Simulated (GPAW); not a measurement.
# Ti (Im-3m) in GPAW: notebook

One crystal, Ti, is run at these levels: rSCAN+D3(BJ), LDA, PBE+TS, PBEsol; tasks: phonons, Fermi surface, ts, elastic constants.

Program: GPAW 26.7.0. These are calculated values, not measurements. Logs are shortened: lines on timing, memory, paths and dates and some standing lists are left out, and cuts for length are marked. The log counts tension as positive stress, the text compression.

## Step 1: The structure

It takes space group Im-3m (No. 229, cubic). The conventional cell has a = 3.282 Å, b = 3.282 Å, c = 3.282 Å, α = 90.00°, β = 90.00°, γ = 90.00°. Ti (site symmetry m-3m) has 8 Ti at 2.84 Å as nearest neighbours.

This isn't the form of Ti at room conditions, which is hcp.

## Step 2: Phonons, rSCAN+D3(BJ)

run.py reads:

```python
import json
import numpy as np
import spglib
from ase import Atoms
from ase.calculators.mixing import SumCalculator
from ase.io import read, write
from dftd3.ase import DFTD3
from phonopy import Phonopy
from phonopy.structure.atoms import PhonopyAtoms
from gpaw import GPAW, PW

atoms = read('Ti.cif')
cell, positions, numbers = spglib.find_primitive(
    (atoms.cell[:], atoms.get_scaled_positions(), atoms.numbers), symprec=1e-4)
atoms = Atoms(numbers, cell=cell, scaled_positions=positions, pbc=True)

calc = GPAW(mode=PW(510),
            xc='MGGA_X_RSCAN+MGGA_C_RSCAN',
            kpts={'size': (8, 8, 8), 'gamma': True},
            occupations={'name': 'fermi-dirac', 'width': 0.05},
            nbands=14,
            convergence={'density': 1e-06, 'eigenstates': 1e-09},
            maxiter=150,
            txt='gpaw.txt')
atoms.calc = SumCalculator([calc, DFTD3(method='rscan', damping='d3bj')])
energy = atoms.get_potential_energy()
forces = atoms.get_forces()
stress = atoms.get_stress()
calc.write('gs.gpw')
write('result.traj', atoms)
print('Cell:', atoms.cell.cellpar().round(4))
print(atoms.get_scaled_positions().round(5))

def force_constants(scale):
    unit = PhonopyAtoms(symbols=atoms.get_chemical_symbols(), cell=atoms.cell[:] * scale**(1 / 3),
                        scaled_positions=atoms.get_scaled_positions())
    ph = Phonopy(unit, supercell_matrix=np.diag([2, 2, 2]), primitive_matrix=np.eye(3), symprec=1e-4)
    ph.generate_displacements(distance=0.03)
    forces = []
    for i, sc in enumerate(ph.supercells_with_displacements):
        a = Atoms(sc.symbols, cell=sc.cell, scaled_positions=sc.scaled_positions, pbc=True)
        c = GPAW(mode=PW(510),
                 xc='MGGA_X_RSCAN+MGGA_C_RSCAN',
                 kpts={'size': (4, 4, 4), 'gamma': True},
                 occupations={'name': 'fermi-dirac', 'width': 0.05},
                 nbands=74,
                 convergence={'density': 1e-06, 'eigenstates': 1e-09},
                 maxiter=150,
                 txt=f'disp-{scale:.3f}-{i:02d}.txt')
        a.calc = SumCalculator([c, DFTD3(method='rscan', damping='d3bj')])
        f = a.get_forces()
        forces.append(f - f.mean(axis=0))
        print(f'displacement {i}: drift', f.mean(axis=0).round(5), flush=True)
    ph.forces = forces
    ph.produce_force_constants()
    ph.symmetrize_force_constants()
    return ph

qpoints = [[0.0, 0.0, 0.0], [0.0, 0.0, 0.5], [0.0, 0.5, 0.0], [0.0, 0.5, 0.5], [0.5, 0.0, 0.0], [0.5, 0.0, 0.5], [0.5, 0.5, 0.0], [0.5, 0.5, 0.5]]
results = {}
for scale in [1.0]:
    ph = force_constants(scale)
    ph.run_qpoints(qpoints)
    nu = ph.qpoints.frequencies * 33.35641  # THz to cm^-1
    results[f'{scale:.3f}'] = nu.tolist()
    for qp, f in zip(qpoints, nu):
        print(scale, np.round(qp, 4), f.round(2))

path = atoms.cell.bandpath('GHNGPH,PN', npoints=60, eps=1e-4)
ph.run_qpoints(path.kpts)
results['path'] = (ph.qpoints.frequencies * 33.35641).tolist()
results['path_q'] = path.kpts.tolist()
x, ticks, names = path.get_linear_kpoint_axis()
results['axis'] = [x.tolist(), list(ticks), names]
ph.run_mesh([15, 15, 15], is_gamma_center=True)
ph.run_thermal_properties(temperatures=[0, 100, 200, 300, 500, 800], cutoff_frequency=0.05)
tp = ph.thermal_properties
results['thermal'] = [list(v) for v in (tp.temperatures, tp.free_energy, tp.entropy, tp.heat_capacity)]
for t, fv, s, cv in zip(*results['thermal']):
    print(f'{t:6.0f} K  F {fv:9.4f} kJ/mol  S {s:9.4f} J/K/mol  Cv {cv:9.4f} J/K/mol')
json.dump(results, open('phonons.json', 'w'))
```

Ti.cif reads:

```cif
data_Ti
_cell_length_a 3.28200000
_cell_length_b 3.28200000
_cell_length_c 3.28200000
_cell_angle_alpha 90.00000000
_cell_angle_beta 90.00000000
_cell_angle_gamma 90.00000000
_space_group_name_H-M_alt 'Im-3m'
_space_group_name_Hall '-I 4 2 3'
_space_group_IT_number 229
loop_
_space_group_symop_operation_xyz
'x,y,z'
'-x,-y,-z'
'-y,x,z'
'y,-x,-z'
'-x,-y,z'
'x,y,-z'
'y,-x,z'
'-y,x,-z'
'x,-y,-z'
'-x,y,z'
'-y,-x,-z'
'y,x,z'
'-x,y,-z'
'x,-y,z'
'y,x,-z'
'-y,-x,z'
'z,x,y'
'-z,-x,-y'
'z,-y,x'
'-z,y,-x'
'z,-x,-y'
'-z,x,y'
'z,y,-x'
'-z,-y,x'
'-z,x,-y'
'z,-x,y'
'-z,-y,-x'
'z,y,x'
'-z,-x,y'
'z,x,-y'
'-z,y,x'
'z,-y,-x'
'y,z,x'
'-y,-z,-x'
'x,z,-y'
'-x,-z,y'
'-y,z,-x'
'y,-z,x'
'-x,z,y'
'x,-z,-y'
'-y,-z,x'
'y,z,-x'
'-x,-z,-y'
'x,z,y'
'y,-z,-x'
'-y,z,x'
'x,-z,y'
'-x,z,-y'
'x+1/2,y+1/2,z+1/2'
'-x+1/2,-y+1/2,-z+1/2'
'-y+1/2,x+1/2,z+1/2'
'y+1/2,-x+1/2,-z+1/2'
'-x+1/2,-y+1/2,z+1/2'
'x+1/2,y+1/2,-z+1/2'
'y+1/2,-x+1/2,z+1/2'
'-y+1/2,x+1/2,-z+1/2'
'x+1/2,-y+1/2,-z+1/2'
'-x+1/2,y+1/2,z+1/2'
'-y+1/2,-x+1/2,-z+1/2'
'y+1/2,x+1/2,z+1/2'
'-x+1/2,y+1/2,-z+1/2'
'x+1/2,-y+1/2,z+1/2'
'y+1/2,x+1/2,-z+1/2'
'-y+1/2,-x+1/2,z+1/2'
'z+1/2,x+1/2,y+1/2'
'-z+1/2,-x+1/2,-y+1/2'
'z+1/2,-y+1/2,x+1/2'
'-z+1/2,y+1/2,-x+1/2'
'z+1/2,-x+1/2,-y+1/2'
'-z+1/2,x+1/2,y+1/2'
'z+1/2,y+1/2,-x+1/2'
'-z+1/2,-y+1/2,x+1/2'
'-z+1/2,x+1/2,-y+1/2'
'z+1/2,-x+1/2,y+1/2'
'-z+1/2,-y+1/2,-x+1/2'
'z+1/2,y+1/2,x+1/2'
'-z+1/2,-x+1/2,y+1/2'
'z+1/2,x+1/2,-y+1/2'
'-z+1/2,y+1/2,x+1/2'
'z+1/2,-y+1/2,-x+1/2'
'y+1/2,z+1/2,x+1/2'
'-y+1/2,-z+1/2,-x+1/2'
'x+1/2,z+1/2,-y+1/2'
'-x+1/2,-z+1/2,y+1/2'
'-y+1/2,z+1/2,-x+1/2'
'y+1/2,-z+1/2,x+1/2'
'-x+1/2,z+1/2,y+1/2'
'x+1/2,-z+1/2,-y+1/2'
'-y+1/2,-z+1/2,x+1/2'
'y+1/2,z+1/2,-x+1/2'
'-x+1/2,-z+1/2,-y+1/2'
'x+1/2,z+1/2,y+1/2'
'y+1/2,-z+1/2,-x+1/2'
'-y+1/2,z+1/2,x+1/2'
'x+1/2,-z+1/2,y+1/2'
'-x+1/2,z+1/2,-y+1/2'
loop_
_atom_site_label
_atom_site_type_symbol
_atom_site_symmetry_multiplicity
_atom_site_Wyckoff_symbol
_atom_site_fract_x
_atom_site_fract_y
_atom_site_fract_z
_atom_site_occupancy
Ti1 Ti 2 a 0.0000000000 0.0000000000 0.0000000000 1
```

Potentials or basis: GPAW PAW data sets (gpaw-data 1.2.1), pw.

Launch:

```console
> OMP_NUM_THREADS=1 python run.py
```

gpaw.txt:

```text
__  _  _
 | _ |_)|_||  |
 |__||  | ||/\| - 26.7.0

Input parameters:
  mode=PW(ecut=510.0),
  convergence={'density': 1e-06, 'eigenstates': 1e-09},
  kpts=MonkhorstPack(size=(8, 8, 8), gamma=True),
  maxiter=150,
  nbands=14,
  occupations=Occupations(name='fermi-dirac', width=0.05),
  xc=XC(name='MGGA_X_RSCAN+MGGA_C_RSCAN')

Diagonalizing LCAO Hamiltonian
Converting LCAO to pw mode

       Ti

Atoms  # Å, Bohr magnetons
|   | symbol |        x |        y |        z |    initial magnetic moments |
|---|--------|----------|----------|----------|-----------------------------|
| 0 |     Ti | 0.000000 | 0.000000 | 0.000000 | ( 0.0000,  0.0000,  0.0000) |

Unit cell  # Å
| periodic |         x |         y |         z |  lengths |     angles |
|----------|-----------|-----------|-----------|----------|------------|
|      yes | -1.641000 |  1.641000 |  1.641000 | 2.842295 | 109.471221 |
|      yes |  1.641000 | -1.641000 |  1.641000 | 2.842295 | 109.471221 |
|      yes |  1.641000 |  1.641000 | -1.641000 | 2.842295 | 109.471221 |

Number of symmetries: 48
Symmetry operations  # r_c * U_cc + t_c -> r_c
|    | kind |            matrix            |
|----|------|------------------------------|
|  0 |  σ   |  1, 1, 1,  0, 0,-1,  0,-1, 0 |
|  1 |  C4  |  1, 1, 1,  0, 0,-1, -1, 0, 0 |
|  2 |  C2  |  1, 1, 1,  0,-1, 0,  0, 0,-1 |
|  3 |  S6  |  1, 1, 1,  0,-1, 0, -1, 0, 0 |
|  4 |  S6  |  1, 1, 1, -1, 0, 0,  0, 0,-1 |
|  5 |  C4  |  1, 1, 1, -1, 0, 0,  0,-1, 0 |
|  6 |  E   |  1, 0, 0,  0, 1, 0,  0, 0, 1 |
|  7 |  σ   |  1, 0, 0,  0, 1, 0, -1,-1,-1 |
|  8 |  σ   |  1, 0, 0,  0, 0, 1,  0, 1, 0 |
|  9 |  C3  |  1, 0, 0,  0, 0, 1, -1,-1,-1 |
| 10 |  C3  |  1, 0, 0, -1,-1,-1,  0, 1, 0 |
| 11 |  σ   |  1, 0, 0, -1,-1,-1,  0, 0, 1 |
| 12 |  σ   |  0, 1, 0,  1, 0, 0,  0, 0, 1 |
| 13 |  C2  |  0, 1, 0,  1, 0, 0, -1,-1,-1 |
| 14 |  C3  |  0, 1, 0,  0, 0, 1,  1, 0, 0 |
| 15 |  S4  |  0, 1, 0,  0, 0, 1, -1,-1,-1 |
| 16 |  S4  |  0, 1, 0, -1,-1,-1,  1, 0, 0 |
| 17 |  C3  |  0, 1, 0, -1,-1,-1,  0, 0, 1 |
| 18 |  C3  |  0, 0, 1,  1, 0, 0,  0, 1, 0 |
| 19 |  S4  |  0, 0, 1,  1, 0, 0, -1,-1,-1 |
| 20 |  σ   |  0, 0, 1,  0, 1, 0,  1, 0, 0 |
| 21 |  C3  |  0, 0, 1,  0, 1, 0, -1,-1,-1 |
| 22 |  C2  |  0, 0, 1, -1,-1,-1,  1, 0, 0 |
| 23 |  S4  |  0, 0, 1, -1,-1,-1,  0, 1, 0 |
| 24 |  C4  |  0, 0,-1,  1, 1, 1,  0,-1, 0 |
| 25 |  σ   |  0, 0,-1,  1, 1, 1, -1, 0, 0 |
| 26 |  S6  |  0, 0,-1,  0,-1, 0,  1, 1, 1 |
| 27 |  C2  |  0, 0,-1,  0,-1, 0, -1, 0, 0 |
| 28 |  C4  |  0, 0,-1, -1, 0, 0,  1, 1, 1 |
| 29 |  S6  |  0, 0,-1, -1, 0, 0,  0,-1, 0 |
| 30 |  S6  |  0,-1, 0,  1, 1, 1,  0, 0,-1 |
| 31 |  C4  |  0,-1, 0,  1, 1, 1, -1, 0, 0 |
| 32 |  C4  |  0,-1, 0,  0, 0,-1,  1, 1, 1 |
| 33 |  S6  |  0,-1, 0,  0, 0,-1, -1, 0, 0 |
| 34 |  σ   |  0,-1, 0, -1, 0, 0,  1, 1, 1 |
| 35 |  C2  |  0,-1, 0, -1, 0, 0,  0, 0,-1 |
| 36 |  C2  | -1, 0, 0,  1, 1, 1,  0, 0,-1 |
| 37 |  S6  | -1, 0, 0,  1, 1, 1,  0,-1, 0 |
| 38 |  S6  | -1, 0, 0,  0, 0,-1,  1, 1, 1 |
| 39 |  C2  | -1, 0, 0,  0, 0,-1,  0,-1, 0 |
| 40 |  C2  | -1, 0, 0,  0,-1, 0,  1, 1, 1 |
| 41 |  i   | -1, 0, 0,  0,-1, 0,  0, 0,-1 |
| 42 |  S4  | -1,-1,-1,  1, 0, 0,  0, 1, 0 |
| 43 |  C3  | -1,-1,-1,  1, 0, 0,  0, 0, 1 |
| 44 |  C3  | -1,-1,-1,  0, 1, 0,  1, 0, 0 |
| 45 |  σ   | -1,-1,-1,  0, 1, 0,  0, 0, 1 |
| 46 |  S4  | -1,-1,-1,  0, 0, 1,  1, 0, 0 |
| 47 |  C2  | -1,-1,-1,  0, 0, 1,  0, 1, 0 |

BZ-sampling:
  Number of BZ points: 512
  Number of IBZ points: 29

  Monkhorst-Pack size: [8, 8, 8]
  Monkhorst-Pack shift: [0.0625, 0.0625, 0.0625]

K-points  # in reciprocal-cell coordinates
|     |                                coordinates |     weight |
|-----|--------------------------------------------|------------|
|   0 | (  0.00000000,   0.00000000,   0.00000000) | 0.00195312 |
|   1 | (  0.12500000,   0.00000000,   0.00000000) | 0.02343750 |
|   2 | (  0.12500000,   0.12500000,  -0.12500000) | 0.01171875 |
|   3 | (  0.25000000,   0.00000000,  -0.12500000) | 0.04687500 |
|   4 | (  0.25000000,   0.00000000,   0.00000000) | 0.02343750 |
|   5 | (  0.25000000,   0.12500000,  -0.12500000) | 0.04687500 |
|   6 | (  0.25000000,   0.25000000,  -0.25000000) | 0.01171875 |
|   7 | (  0.25000000,   0.25000000,   0.25000000) | 0.00390625 |
|   8 | (  0.37500000,  -0.12500000,  -0.12500000) | 0.01562500 |
|   9 | (  0.37500000,   0.00000000,  -0.12500000) | 0.09375000 |
| ... |                                            |            |
|  28 | (  0.50000000,   0.50000000,   0.50000000) | 0.00195312 |

Plane wave coefficients: 476
Cutoff: 510.0 eV

Spin-components: 1 (collinear spins)
Bands:           14
Projectors:      6
Spin-degeneracy: 2
Datatype:        complex128

Parallelization:
  kpt:    1
  domain: 1
  band:   1

Density:
  Valence electrons: 12.0
  Components: 1
  Grid points: [15 15 15]
  Charge: 0.0  # |e|

Potential:
  Grid points: [15 15 15]

species:
  Ti:
    name:    Titanium
    Z:       22.0
    valence: 12
    core:    10
    charge:  0.0  # [|e|]
    compensation charges:
      type: gauss
      rc: 0.38  # [Å]
      lmax: 2
    cutoffs:
      filter: 2.23  # [Å]
      core: 1.02  # [Å]
    projectors
    | kind |    occ | energy [eV] | rcut [Å] |
    |------|--------|-------------|----------|
    |   3s |  2.000 |     -62.623 |    1.270 |
    |   4s |  2.000 |      -4.466 |    1.270 |
    |   3p |  6.000 |     -38.862 |    1.058 |
    |   4p |  0.000 |      -1.466 |    1.058 |
    |   3d |  2.000 |      -4.258 |    1.058 |
    |    d |        |      22.953 |    1.058 |

    Using partial waves for Ti as LCAO basis

Reference energy: -23224.014282  # eV

eigensolver:
  PPCG
  Converge bands: occupied
  niter=2

density mixing:
  MSR1-Mixer
  Pratt-step length: 0.05
  Maximum mixing coefficient: 0.75
  Old densities: 10
  SVD Regularization: 0.005
  Good broyden scale: 1.0
  Trust region scale: 1.0
  Backstep threshold: 4.0
  History deletion threshold: 6.0
  Fourier metric: weight=20.0, sigma=0.015

occupation numbers:
  Fermi-Dirac:
    width: 0.0500  # eV

poisson solver:
  ecut: 4080.0  # eV

xc functional:
  name: MGGA_X_RSCAN+MGGA_C_RSCAN with 2 nearest neighbor stencil

convergence criteria:
- Maximum integral of absolute [dens]ity change: 1e-06 electrons / valence electron
- Maximum integral of absolute [eigenst]ate change: 1e-09 eV^2 / valence electron
- Maximum [total energy] change in last 3 cyles: 0.0005 eV / valence electron
maximum number of iterations: 150

SCF iterations
|iter     | |      energy | eigst |  dens |
|---------|-|-------------|-------|-------|
|iter:   1| |  -22.486136 | -0.11 |       |
|iter:   2| |  -15.736011 | -1.62 | -1.23 |
|iter:   3| |  -15.564929 | -1.64 | -1.24 |
|iter:   4| |  -15.569686 | -3.42 | -1.94 |
|iter:   5| |  -15.571530 | -4.36 | -2.45 |
|iter:   6| |  -15.571688c| -4.71 | -3.06 |
|iter:   7| |  -15.571703c| -5.80 | -3.37 |
|iter:   8| |  -15.571703c| -7.03 | -4.16 |
|iter:   9| |  -15.571703c| -9.15c| -5.25 |
|iter:  10| |  -15.571703c| -9.35c| -5.70 |
|iter:  11| |  -15.571703c|-10.24c| -6.68c|

Converged in 11 steps
Energy contributions relative to reference atoms: (reference = -23224.014282)

Energy contributions:
  Kinetic:           4.839486
  Coulomb:          -4.615782
  Zero:             -0.192505
  External:          0.000000
  Xc:              -15.592952
  Entropy:          -0.019898
  Spinorbit:         0.000000
  ----------------------------
  Free energy:     -15.581652
  Extrapolated:    -15.571703

dipole moment: (-5.223239, -5.223239, -5.223239)  # |e|*Ang

Fermi level: 8.058
Eigenvalues  # (at kpt = [0.000, 0.000, 0.000])
| band index |      eig [eV] | occ [0-2] |
|------------|---------------|-----------|
|          0 |       -50.834 |     2.000 |
|          1 |       -25.689 |     2.000 |
|          2 |       -25.689 |     2.000 |
|          3 |       -25.689 |     2.000 |
|          4 |         1.776 |     2.000 |
|          5 |         9.165 |     0.000 |
|          6 |         9.165 |     0.000 |
|          7 |         9.165 |     0.000 |
|          8 |        10.898 |     0.000 |
|          9 |        10.898 |     0.000 |
|         10 |        26.099 |     0.000 |
|         11 |        26.099 |     0.000 |
|         12 |        26.099 |     0.000 |
|         13 |        32.120 |     0.000 |

No gap
No difference between direct/indirect transitions

Forces  # eV/Ang
|       x |        y |        z |
|---------|----------|----------|
| 0.00000 | -0.00000 | -0.00000 |  # Ti   0

Stress tensor  # eV/Ang^3
|        x |         y |         z |
|----------|-----------|-----------|
| 0.023372 |  0.000000 |  0.000000 |
| 0.000000 |  0.023372 | -0.000000 |
| 0.000000 | -0.000000 |  0.023372 |

# Writing to gs.gpw (mode='')
```

It took 4.7 min on 1 thread of AMD EPYC 7B13 (Zen 3), shared host; peak memory 0.46 GiB.

What came out:

| Property | Result |
| --- | --- |
| Free energy | -15.9324 eV |
| Pressure | -7.0 GPa |
| Band gap on the k mesh | none (metal or under the smearing width) |
| Highest phonon frequency | 179 cm⁻¹ |
| Most unstable mode | 189i cm⁻¹ |
| Dispersion energy per atom | -0.351 eV |

Levels at points of the mesh, in eV from the Fermi level:
| k point | band 4 | band 5 | band 6 | band 7 | band 8 | band 9 |
| --- | --- | --- | --- | --- | --- | --- |
| (0.00, 0.00, 0.00) | -33.75 | -6.28 | 1.11 | 1.11 | 1.11 | 2.84 |
| (0.50, 0.50, 0.00) | -33.75 | -2.52 | -0.32 | 0.93 | 2.85 | 3.19 |
| (0.50, 0.50, 0.50) | -34.19 | -2.19 | -2.19 | 4.02 | 4.02 | 4.02 |

Phonon frequencies in cm⁻¹ (negative: imaginary):
```csv
q point,frequencies
"(0.000, 0.000, 0.000)",0 0 0
"(0.000, 0.000, 0.500)",-189 111 159
"(0.000, 0.500, 0.000)",-189 111 159
"(0.000, 0.500, 0.500)",-189 111 159
"(0.500, 0.000, 0.000)",-189 111 159
"(0.500, 0.000, 0.500)",-189 111 159
"(0.500, 0.500, 0.000)",-189 111 159
"(0.500, 0.500, 0.500)",179 179 179
```

Caveat: the cell is more than 3 GPa from zero pressure, which shifts response properties; the cutoff is short for stress and forces, so pressures can be off by a GPa or more; some modes are imaginary; phonon bands are interpolated from a small supercell; the PAW data sets were made with another functional, which shifts forces and pressure a little; pairwise dispersion overbinds metals, which lowers pressure and volume.

[end of part 1 of 2]
